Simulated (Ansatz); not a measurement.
# Sn (I4/mmm) in Ansatz: relaxation of cell and atoms with PBE

Aim: the relaxation of cell and atoms of Sn with PBE.

All numbers are computed with Ansatz 0.2.0; they aren't measurements. Logs are shortened: lines on timing, memory, paths and dates and some standing lists are left out, and cuts for length are marked.

### 1 Starting point

It takes space group I4/mmm (No. 139, tetragonal). The conventional cell has a = 4.058 Å, b = 4.058 Å, c = 3.322 Å, α = 90.00°, β = 90.00°, γ = 90.00°. Sn (site symmetry 4/mmm) has 10 Sn at 3.32 Å as nearest neighbours.

This isn't the form of Sn at room conditions, which is tetragonal (white tin).

### 2 Relaxation of cell and atoms, PBE

Input file input.yaml:

```yaml
crystal:
  lattice:
    - [-2.029189411, 2.029189411, 1.6607599896]
    - [2.029189411, -2.029189411, 1.6607599896]
    - [2.029189411, 2.029189411, -1.6607599896]
  atoms:
    - { symbol: Sn, position: [0.0, 0.0, 0.0] }
kpoints:
  mp_grid: { grid: [10, 10, 10] }
scf:
  occupations: { method: methfessel_paxton, width: 0.2 }
hamiltonian:
  xc: pbe
  pseudopotentials: { kind: all_electron, lapw: { basis_error: 0.001 } }
output:
  forces: true
  stress: true
relax:
  f_tol: 0.005
  max_steps: 60
  cell: {}
```

Potentials or basis: all-electron LAPW, scalar-relativistic.

Command:

```sh
> ansatz run input.yaml --threads 1 --pin off --max-ram 3072MiB --backend cpu --events-out ev --progress --plain --runs-dir out
```

What it wrote:

```text
Warning: RAYON_NUM_THREADS=1 ignored (pool sized by the plan → 1); use --threads N
The last accepted step is kept in <dir> (removed where the run ends without a failure and the disk answers)
LAPW: plane waves up to 6.880 Å⁻¹, error target 1.0e-3 eV per atom; small_component_spin mean_spin; Sn in spheres of 1.608 Å, 22 of its electrons in bands, Dirac shells [] (how accurate: hamiltonian.pseudopotentials.lapw.basis_error, Limitations)
Engine: ansatz 0.2.0, x86_64-unknown-linux-gnu
Pseudopotentials: kind: all_electron
Pseudopotential: Sn, LAPW, valence charge 22, lapw/all_electron/scalar/gaussian/Sn, Koelling and Harmon's equation, gaussian nucleus
Functional definition: PBE
  parameter kappa = 0.804
  parameter beta = 0.06672455060314922
  exchange = pbe_x(kappa = kappa, mu = beta*pi^2/3)
  correlation = pbe_c(beta = beta)
Crystal: 1 atoms, lattice volume = 27.353 Å³
Basis set: ecut = 180.32169410930393 eV, 159 PW (Γ), exchange–correlation at level 2
Bands: 15, of which v1, the nominal top of the filled ones, is band 11 counted from 1 (10 counted from 0)
Symmetry: 16 space group operations
Space group: I4/mmm (ITA 139), of the structure as read, at distance tolerance 3.0e-5 Å
k-points: 102 of 1000
Non-local potential: Sn, projectors of the file, none
Initial density: superposition of atomic densities (chi_scale 0.1, normalization cell)
Initial wavefunctions: plane waves of lowest kinetic energy (no species holds an atomic orbital)
Functional: x = pbe(κ = 0.804, μ = 0.2195149727645171), c = pbe(β = 0.06672455060314922)
iter 1 solved again at ethr=2.61e-5 eV; its pass at ethr=1.00e-1 eV (dr2=5.73e-3 eV) is discarded
SCF iter   1: F=—  HF=-168089.377754 eV  |F-HF|=—  |Δ(HF+E_count)|=         —  Δρ=5.51e-3  dr2=5.80e-3  ethr=2.61e-5  ⟨swp⟩=3.6  Hψ=11100  notcnv=0
preconditioner: auto → Kerker (q_TF=auto, 2.631 Å⁻¹)  [metal: Δε(μ)=0.135 eV  Ē_g=22.903 eV  σ=0.200 eV  W_gap=0.48  n_scr=12 (ndim 8)  ℏωp=26.6 eV  f_vac=0.000  D(μ)=0.55/eV (n_scr^D=0)]
SCF iter   2: F=—  HF=-168089.365790 eV  |F-HF|=—  |Δ(HF+E_count)|=   1.20e-2  S|Δr|=    0.00e0  Δρ=3.33e-3  dr2=2.48e-3  ethr=2.61e-5  ⟨swp⟩=2.0  Hψ=4398  notcnv=0
SCF iter   3: F=—  HF=-168089.365097 eV  |F-HF|=—  |Δ(HF+E_count)|=   6.94e-4  S|Δr|=    0.00e0  Δρ=1.87e-3  dr2=9.28e-4  ethr=1.13e-5  ⟨swp⟩=2.0  Hψ=4400  notcnv=0
SCF iter   4: F=—  HF=-168089.365168 eV  |F-HF|=—  |Δ(HF+E_count)|=   7.14e-5  S|Δr|=    0.00e0  Δρ=8.60e-4  dr2=2.34e-4  ethr=4.22e-6  ⟨swp⟩=2.0  Hψ=4399  notcnv=0
iter 5 solved again at ethr=3.10e-8 eV; its pass at ethr=1.07e-6 eV (dr2=6.82e-6 eV) is discarded
SCF iter   5: F=—  HF=-168089.365272 eV  |F-HF|=—  |Δ(HF+E_count)|=   1.04e-4  S|Δr|=    0.00e0  Δρ=1.44e-4  dr2=6.81e-6  ethr=3.10e-8  ⟨swp⟩=2.0  Hψ=7474  notcnv=0
SCF iter   6: F=—  HF=-168089.365273 eV  |F-HF|=—  |Δ(HF+E_count)|=   8.67e-7  S|Δr|=    0.00e0  Δρ=4.56e-5  dr2=4.91e-7  ethr=3.09e-8  ⟨swp⟩=2.0  Hψ=4399  notcnv=0
SCF iter   7: F=-168089.365273 eV  HF=-168089.365273 eV  |F-HF|=6.98e-9  |Δ(HF+E_count)|=   1.87e-7  S|Δr|=    0.00e0  Δρ=9.82e-6  dr2=3.58e-8  ethr=2.23e-9  ⟨swp⟩=2.6  Hψ=4474  notcnv=0
SCF 1 converged in 7 iterations: F = -168089.365273 eV  dr2 = 3.58e-8
[... 21 lines left out ...]
SCF iter   2: F=—  HF=-168089.367301 eV  |F-HF|=—  |Δ(HF+E_count)|=   1.33e-7  S|Δr|=    0.00e0  Δρ=3.65e-5  dr2=6.10e-7  ethr=8.85e-10  ⟨swp⟩=2.0  Hψ=4399  notcnv=0
SCF iter   3: F=-168089.367301 eV  HF=-168089.367301 eV  |F-HF|=9.28e-9  |Δ(HF+E_count)|=   1.30e-7  S|Δr|=    0.00e0  Δρ=1.06e-5  dr2=5.59e-8  ethr=8.85e-10  ⟨swp⟩=2.4  Hψ=4440  notcnv=0
SCF 3 converged in 3 iterations: F = -168089.367301 eV  dr2 = 5.59e-8
relax step   3: F+E_penalty+E_count = -168089.36730111 eV  Δ(F+E_penalty+E_count) = -6.233e-5 eV  max|allowed force component| = 0.000e0 eV/Å  Δτ_max = 0.0000 Å  P = -0.007 GPa  Ω = 27.790 Å³  (3 SCF iters, accepted)
iter 1 solved again at ethr=2.29e-10 eV; its pass at ethr=1.00e-1 eV (dr2=5.04e-8 eV) is discarded
SCF iter   1: F=—  HF=-168089.367302 eV  |F-HF|=—  |Δ(HF+E_count)|=         —  Δρ=1.03e-5  dr2=5.13e-8  ethr=2.29e-10  ⟨swp⟩=6.7  Hψ=10998  notcnv=0  reapply=35
SCF iter   2: F=-168089.367302 eV  HF=-168089.367302 eV  |F-HF|=2.94e-9  |Δ(HF+E_count)|=   5.38e-8  S|Δr|=    0.00e0  Δρ=7.89e-6  dr2=3.04e-8  ethr=2.29e-10  ⟨swp⟩=2.0  Hψ=4399  notcnv=0
SCF 4 converged in 2 iterations: F = -168089.367302 eV  dr2 = 3.04e-8
relax step   4: F+E_penalty+E_count = -168089.36730221 eV  Δ(F+E_penalty+E_count) = -1.098e-6 eV  max|allowed force component| = 0.000e0 eV/Å  Δτ_max = 0.0000 Å  P = -0.007 GPa  Ω = 27.790 Å³  stress off target by 4.03e-2 GPa  SCF on the basis re-selected at this cell (its energy is not comparable with the rows above)  (2 SCF iters)
basis re-selected at this cell: Δ(F+E_penalty+E_count) = -1.098e-6 eV, ΔP = +0.000 GPa vs the last step (what re-selecting the basis moved, after the strain that the cell walked since its last selection, with what the two solves' SCF thresholds leave and, on support functions, any second-order correction that the steps lacked; it is no measure of the basis error at this ecutwfc). This SCF's stress stands 4.03e-2 GPa from its target on what of the cell is left free (relax.cell.stress_tol is 5.00e-2 GPa) and its largest allowed force component is 0.00e0 eV/Å (relax.f_tol is 5.00e-3 eV/Å): within both
SCF converged after 2 iterations
Stability not checked: this state was not tested for a lower state beside it, because cold or Methfessel-Paxton smearing, or corrected tetrahedra, fill the levels in a way that the test cannot read (fill_not_monotonic; see scf.lower_state_search)
Free energy (F): -168089.367302 eV
Harris-Foulkes:  -168089.367302 eV  (|F-HF|=2.94e-9)
Internal energy: -168089.366492 eV  (E = F + TS)
E sigma→0 (E₀):  -168089.367100 eV
Entropy (-TS):   -0.000811 eV (-0.811 meV/atom)
Fermi energy:    13.343279 eV
Step filling:    the computed levels leave a gap of 0.0093 eV = 0.0 smearing widths at the electron count; against every level under it full and every level over it empty, smearing changes F+E_penalty+E_count by -0.699 meV and its σ→0 estimate by -0.496 meV
--- Per-component energies (eV) ---
  E_band       = -708.421106
  E_kinetic    = 176783.254266
  E_xc         = -4497.430707
  E_electrostatic = -340375.190051  (all electrons and nuclei)
  E_smearing   = -0.000811  (= −TS)
  E_closure    = 0.000000  (closes the sum)
  E_atoms      = -168085.610346  (free atoms, spherical and without spin; not in F)
  Σ components = -168089.367302   (vs F -168089.367302, Δ=0.00e0)
  Basis errors (estimates in eV, not in F): energy 2.3e-4 per atom: plane waves 2.3e-4 (1.2e-4 summed), levels above the bands 0.0e0, relativity 3.0e-8, radial functions 2.3e-6, core shells 3.6e-10; eigenvalues (radial functions only) 1.1e-5; not estimated: angular momenta, meshes, grids; target (lapw.basis_error) 1.0e-3; muffin-tin radii Sn 1.617 Å
--- Forces (eV/Å), atoms counted from 1 ---
  atom   1  Sn    -0.00000000     0.00000000     0.00000000
  max |Σ_I F_I| component: 2.47e-31 eV/Å
--- Stress (GPa, compression-positive) ---
        0.009064       0.000000       0.000000
        0.000000       0.009064       0.000000
        0.000000       0.000000      -0.040325
  P = ⅓ Tr σ = -0.0074 GPa (-0.074 kbar)
--- Relaxed structure (3 steps of the walk, 3 accepted, 1 SCFs on fresh bases) ---
  F+E_penalty+E_count = -168089.36730221 eV   max|allowed force component| = 0.000e0 eV/Å   (the final SCF, on the basis selected at the relaxed cell)
  cell:  # Å, volume = 27.7899 Å³
    - [-2.03151609528516, 2.03151609528516, 1.6833980242543596]
    - [2.03151609528516, -2.03151609528516, 1.6833980242543596]
    - [2.03151609528516, 2.03151609528516, -1.6833980242543596]
  atoms:
    - { symbol: Sn, position: [0.0, 0.0, 0.0] }
```

Wall time 22 s (1 thread of Intel Xeon at 2.70GHz, shared host); peak memory 0.31 GiB.

What came out:

* Free energy: -168089.3673 eV
* Relaxed volume: 27.79 Å³/atom
* Relaxed cell: a = 3.330 Å, b = 3.330 Å, c = 3.330 Å, α = 104.81°, β = 104.81°, γ = 119.26°
* Space group after relaxing (to 0.05 Å): I4/mmm (No. 139)
* Energy gained by relaxing: 2.0 meV/atom
* Ionic steps: 4
* Pressure after relaxing: 0.0 GPa

Step by step:
| step | energy change (eV) | largest force (eV/Å) | volume (Å³) |
| --- | --- | --- | --- |
| 1 | 0.0000 | 0.0000 | 27.35 |
| 2 | -0.0020 | 0.0000 | 27.86 |
| 3 | -0.0020 | 0.0000 | 27.79 |
| 4 | -0.0020 | 0.0000 | 27.79 |

Final structure:
```yaml
crystal:
  lattice:
    - [-2.03152, 2.03152, 1.68340]
    - [2.03152, -2.03152, 1.68340]
    - [2.03152, 2.03152, -1.68340]
  atoms:
    - { symbol: Sn, position: [0.00000, 0.00000, 0.00000] }
```
